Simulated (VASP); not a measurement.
## Ba: single point with PBEsol

Crystal: Ba.

```
Ba
1.0
     3.99965    0.00000    0.00000
     0.00000    3.99965    0.00000
     0.00000    0.00000    3.60554
Ba
1
Direct
  0.50000 0.50000 0.50000
```

This isn't the form of Ba at room conditions, which is bcc.

| Property | Result |
| --- | --- |
| Program | VASP 6.6.1 |
| Task | single point |
| Functional | PBEsol |
| Potentials or basis | VASP PAW PBE potentials, release 64 (Ba_sv) |
| Cutoff | 520 eV |
| k mesh | 14 × 14 × 14 |
| Occupations | gaussian, width 0.15 eV |
| Spin | no spin polarisation |

| Property | Result |
| --- | --- |
| Pressure | 0.0 GPa |
| Band gap on the k mesh | none (metal or under the smearing width) |

Stress tensor (GPa, compression positive):
```
-1.32  0.00  0.00
 0.00 -1.32  0.00
 0.00  0.00  2.54
```

Levels at points of the mesh, in eV from the Fermi level:
| k point | band 3 | band 4 | band 5 | band 6 | band 7 | band 8 |
| --- | --- | --- | --- | --- | --- | --- |
| (0.00, 0.00, 0.00) | -13.87 | -13.51 | -2.55 | -0.06 | 0.00 | 4.77 |
| (0.50, 0.00, 0.00) | -13.81 | -13.46 | -0.78 | 0.42 | 0.86 | 2.56 |
| (0.50, 0.50, 0.00) | -14.44 | -13.41 | -0.96 | 0.36 | 3.38 | 3.38 |
| (0.00, 0.00, 0.50) | -13.71 | -13.71 | -0.26 | 0.97 | 1.35 | 2.15 |
| (0.50, 0.00, 0.50) | -14.31 | -13.65 | -1.14 | 1.03 | 2.59 | 3.40 |
| (0.50, 0.50, 0.50) | -14.23 | -14.23 | -0.32 | -0.32 | 0.46 | 4.12 |

Run time: 74 s on 1 thread of Intel(R) Xeon(R) Platinum 8559C (Emerald Rapids), with other jobs on the host, peak memory 0.29 GiB.

Caveat: the PAW data sets were made with another functional, which shifts forces and pressure a little. The run has no spin-orbit coupling, so splittings on Ba are missing.
